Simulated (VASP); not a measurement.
# Au (Im-3m) in VASP: a series of runs

Runs on Au. Level: PBE. Tasks: single point.

All numbers are computed with VASP 6.6.1; they aren't measurements. Logs are shortened: lines on timing, memory, paths and dates and some standing lists are left out, and cuts for length are marked.

## (1) The structure

The structure is cubic, space group Im-3m (No. 229). The conventional cell has a = 3.315 Å, b = 3.315 Å, c = 3.315 Å, α = 90.00°, β = 90.00°, γ = 90.00°. Around Au (site symmetry m-3m) lie 8 Au at 2.87 Å.

This isn't the form of Au at room conditions, which is fcc.

## (2) Single point, PBE

INCAR reads:

```
  ADDGRID = F
  ALGO = Normal
  EDIFF = 1E-6
  ENCUT = 460
  GGA = PE
  ISIF = 2
  ISMEAR = 1
  LASPH = T
  LCHARG = F
  LREAL = F
  LWAVE = F
  NBANDS = 12
  NELM = 100
  PREC = Accurate
  SIGMA = 0.4
```

KPOINTS reads:

```
k-points
0
Gamma
  5 5 5
```

POSCAR reads:

```
Au
1.0
   -1.6572690000      1.6572690000      1.6572690000
    1.6572690000     -1.6572690000      1.6572690000
    1.6572690000      1.6572690000     -1.6572690000
Au
1
Direct
    0.0000000000      0.0000000000      0.0000000000
```

Potentials or basis: VASP PAW PBE potentials, release 64 (Au).

Launch:

```
$ cat potpaw_PBE.64/Au/POTCAR > POTCAR
$ mpirun -np 1 vasp_std > vasp.out
```

OUTCAR:

```text
EDIFF = 1E-6
   ENCUT = 460
   GGA = PE
   ISIF = 2
   ISMEAR = 1
   LASPH = T
   LREAL = F
   NELM = 100
   PREC = Accurate

 Found     10 irreducible k-points:

 Following reciprocal coordinates:
            Coordinates               Weight
  0.000000  0.000000  0.000000      1.000000
  0.200000  0.000000  0.000000     12.000000
  0.400000  0.000000  0.000000     12.000000
  0.200000  0.200000  0.000000     24.000000
  0.400000  0.200000 -0.000000     24.000000
  0.200000  0.200000  0.200000      8.000000
   k-points           NKPTS =     10   k-points in BZ     NKDIM =     10   number of bands    NBANDS=     12
   number of dos      NEDOS =    301   number of ions     NIONS =      1
   total plane-waves  NPLWV =   8000
   dimension x,y,z NGX =    20 NGY =   20 NGZ =   20
   dimension x,y,z NGXF=    40 NGYF=   40 NGZF=   40
   ions per type =               1
   NGX,Y,Z   is equivalent  to a cutoff of  11.58, 11.58, 11.58 a.u.
   NGXF,Y,Z  is equivalent  to a cutoff of  23.17, 23.17, 23.17 a.u.
 SYSTEM =  unknown system
   PREC   = accura    normal or accurate (medium, high low for compatibility)
   ISTART =      0    job   : 0-new  1-cont  2-samecut
   ICHARG =      2    charge: 1-file 2-atom 10-const
   ISPIN  =      1    spin polarized calculation?
   LNONCOLLINEAR =      F non collinear calculations
   LSORBIT =      F    spin-orbit coupling
   LASPH  =      T    aspherical Exc in radial PAW
   ENCUT  =  460.0 eV  33.81 Ry    5.81 a.u.   5.02  5.02  5.02*2*pi/ulx,y,z
   NELM   =    100;   NELMIN=  2; NELMDL= -5     # of ELM steps
   EDIFF  = 0.1E-05   stopping-criterion for ELM
   LREAL  =      F    real-space projection
   EDIFFG = 0.1E-04   stopping-criterion for IOM
   NSW    =      0    number of steps for IOM
   IBRION =     -1    ionic relax: 0-MD 1-quasi-New 2-CG
   NFREE  =      0    steps in history (QN), initial steepest desc. (CG)
   ISIF   =      2    stress and relaxation
   ISYM   =      2    0-nonsym 1-usesym 2-fastsym
   POTIM  = 0.5000    time-step for ionic-motion
   TEBEG  =    0.0;   TEEND  =   0.0 temperature during run
   PSTRESS=    0.0 pullay stress
   NELECT =      11.0000    total number of electrons
   NUPDOWN=      -1.0000    fix difference up-down
   EMIN   =  10.00;   EMAX   =-10.00  energy-range for DOS
   EFERMI =   0.00;   METHOD = LEGACY
   ISMEAR =     1;   SIGMA  =   0.40  broadening in eV -4-tet -1-fermi 0-gaus
   EFERMI_NEDOS =   21; number of points for ismear=-14 and -15
   IALGO  =     38    algorithm
   IMIX   =      4    mixing-type and parameters
     AMIX     =   0.40;   BMIX     =  1.00
     AMIX_MAG =   1.60;   BMIX_MAG =  1.00
  volume/ion in A,a.u.               =      18.21       122.87
  Fermi-wavevector in a.u.,A,eV,Ry     =   1.383968  2.615320 26.060157  1.915367
  Thomas-Fermi vector in A             =   2.508516
   LORBIT       =      0    0 simple, 1 ext, 2 COOP (PROOUT), +10 PAW based schemes
   GGA     = PE    functional components
   LHFCALC =     F    Hartree Fock is set to
   AEXX    =    0.0000 exact exchange contribution
   IVDW    =     0    specifies the selected vdW correction
   LEPSILON=     F    determine dielectric tensor
   LRPA    =     F    only Hartree local field effects (RPA)
 non-spin polarized calculation
 Methfessel and Paxton  Order N= 1 SIGMA  =   0.40
  energy-cutoff  :      460.00
  volume of cell :       18.21
 maximum number of plane-waves:       415
   NGX =  9   NGY =  9   NGZ =  9

 number of electron      10.9999996 magnetization

 Free energy of the ion-electron system (eV)
  ---------------------------------------------------
  ext. energy  EPLUGINS =         0.00000000
  ---------------------------------------------------
  free energy    TOTEN  =        -3.20898056 eV

  energy without entropy =       -3.19056407  energy(sigma->0) =       -3.20284173

 E-fermi :   8.2782     XC(G=0): -12.3236

 val. band max:        6.9811091839   @ k =   0.2000   0.2000   0.0000
 cond. band min:       8.3693726090   @ k =  -0.4000   0.4000   0.2000
 fundamental gap:      1.3882634252
 Fermi energy:         8.2781610172

 k-point     1 :       0.0000    0.0000    0.0000
  band No.  band energies     occupation
      1      -0.7554      2.00000
      2       3.9101      2.00000
      3       3.9101      2.00000
      4       3.9101      2.00000
      5       5.6417      2.00000
      6       5.6417      2.00000
      7      24.9080      0.00000
      8      24.9080      0.00000
      9      24.9080      0.00000
     10      31.5743      0.00000
     11      31.5743      0.00000
     12      31.5743      0.00000

 k-point     2 :       0.2000    0.0000    0.0000
  band No.  band energies     occupation
      1       0.5172      2.00000
      2       3.5494      2.00000
      3       3.9575      2.00000
      4       4.8044      2.00000
      5       5.3673      2.00000
      6       5.6781      2.00000
      7      22.1216      0.00000
      8      24.0368      0.00000
      9      26.4638      0.00000
     10      27.6879      0.00000
     11      27.7548      0.00000
     12      28.9572      0.00000

 k-point     3 :       0.4000    0.0000    0.0000
  band No.  band energies     occupation
      1       1.7673      2.00000
      2       3.0182      2.00000
      3       5.4139      2.00000
      4       5.7892      2.00000
      5       6.3612      2.00000
      6       6.6340      2.00000
      7      14.0216     -0.00000
      8      21.1843      0.00000
      9      22.7087      0.00000
     10      28.9398      0.00000
     11      29.2586      0.00000
     12      31.6951      0.00000

 k-point     4 :       0.2000    0.2000    0.0000
  band No.  band energies     occupation
      1       2.1617      2.00000
      2       3.4425      2.00000
      3       3.6763      2.00000
      4       5.2816      2.00000
      5       5.8378      2.00000
      6       6.9811      2.00005
      7      17.5130      0.00000
      8      19.7735      0.00000
      9      23.1572      0.00000
     10      27.2524      0.00000
     11      30.7282      0.00000
     12      32.8570      0.00000

 k-point     5 :       0.4000    0.2000   -0.0000
  band No.  band energies     occupation
      1       2.3972      2.00000
      2       3.1984      2.00000
      3       4.6734      2.00000
      4       5.5177      2.00000
      5       6.1267      2.00000
      6      10.9692     -0.00000
      7      11.4864     -0.00000
      8      17.3796      0.00000
      9      21.9627      0.00000
     10      28.7656      0.00000
     11      30.0828      0.00000
     12      33.2743      0.00000

 k-point     6 :       0.2000    0.2000    0.2000
  band No.  band energies     occupation
      1       3.1949      2.00000
      2       3.1949      2.00000
      3       3.7102      2.00000
      4       5.8027      2.00000
      5       5.8027      2.00000
      6      10.3613     -0.00000
      7      13.8864     -0.00000
      8      17.3711      0.00000
      9      17.3711      0.00000
     10      31.2867      0.00000
     11      33.8238      0.00000
     12      34.2692      0.00000

 [... further k-points ...]
[... 5 lines left out ...]
  --------------------------------------------------------------------------------------
  -------------------------------------------------------------------------------------
  Total       -0.1289660     -0.1289660     -0.1289660     -0.0000000      0.0000000      0.0000000
  in kB      -11.3487188    -11.3487188    -11.3487188     -0.0000000      0.0000000      0.0000000
  external PRESSURE =     -11.3487188 kB  Pullay stress =       0.0000000 kB

 VOLUME and BASIS-vectors are now :
 -----------------------------------------------------------------------------
  energy-cutoff  :      460.00
  volume of cell :       18.21
      direct lattice vectors                 reciprocal lattice vectors
    -1.657269000  1.657269000  1.657269000     0.000000000  0.301701172  0.301701172
     1.657269000 -1.657269000  1.657269000     0.301701172  0.000000000  0.301701172
     1.657269000  1.657269000 -1.657269000     0.301701172  0.301701172  0.000000000

 POSITION                                       TOTAL-FORCE (eV/Angst)
 -----------------------------------------------------------------------------------
      0.00000      0.00000      0.00000         0.000000      0.000000      0.000000
 -----------------------------------------------------------------------------------
    total drift:                                0.000000      0.000000      0.000000

  FREE ENERGIE OF THE ION-ELECTRON SYSTEM (eV)
  ---------------------------------------------------
  free  energy   TOTEN  =        -3.2089805602 eV

  energy  without entropy=       -3.1905640697  energy(sigma->0) =       -3.20284173
```

Run time: 3.6 s. Hardware: 1 thread of Intel Xeon 6975P-C (Granite Rapids), shared host; peak memory 0.12 GiB.

These settings aren't checked as converged: the numbers below hold their error.

Results:

```
Free energy            : -3.2090 eV
Pressure               : -1.1 GPa
Band gap on the k mesh : none (metal or under the smearing width)
```

Caveat: the k mesh is coarse (spacing up to 0.54 Å⁻¹), so the values aren't converged.

## (3) Single point, PBE

INCAR, as its differences from that of step 2:

```diff
@@ -14,2 +14,2 @@
   PREC = Accurate
-  SIGMA = 0.4
+  SIGMA = 0.2
```

KPOINTS is that of step 2.

POSCAR is that of step 2.

Potentials or basis: VASP PAW PBE potentials, release 64 (Au).

Launch:

```
$ cat potpaw_PBE.64/Au/POTCAR > POTCAR
$ mpirun -np 1 vasp_std > vasp.out
```

It took 3.5 s on 1 thread of Intel Xeon 6975P-C (Granite Rapids), shared host; peak memory 0.11 GiB.

These settings aren't checked as converged: the numbers below hold their error.

What came out:

- Free energy: -3.1998 eV
- Pressure: -1.1 GPa
- Band gap on the k mesh: none (metal or under the smearing width)

Caveat: the k mesh is coarse (spacing up to 0.54 Å⁻¹), so the values aren't converged.
